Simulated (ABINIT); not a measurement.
The system is ZnSe (Stilleite).

```
CELL_PARAMETERS angstrom
0.00000 2.83380 2.83380
2.83380 0.00000 2.83380
2.83380 2.83380 0.00000
ATOMIC_POSITIONS crystal
Se 0.75000 0.75000 0.75000
Zn 0.00000 0.00000 0.00000
```

Base run:

```yaml
Program: ABINIT 10.8.3 (patched build)
Functional: PBE
Potentials_or_basis: SPMS NC PBE v1.0
Cutoff: 844 eV
k_mesh: 6 × 6 × 6
Occupations: fermi-dirac, width 0.05 eV
Spin: no spin polarisation
```

Its results: band gap on the k mesh 1.28 eV, direct; pressure 2.3 GPa.

**Question.** The run is repeated on the same cell with these changes: functional from PBE to LDA; potentials or basis from SPMS NC PBE v1.0 to PseudoDojo NC SR LDA v0.4.1 standard; cutoff from 844 eV to 1061 eV. What comes out?

**Answer.** Band gap on the k mesh 1.03 eV, direct; pressure -3.9 GPa.

A k mesh can miss the band edges.

Not every run made on this cell is shown here.
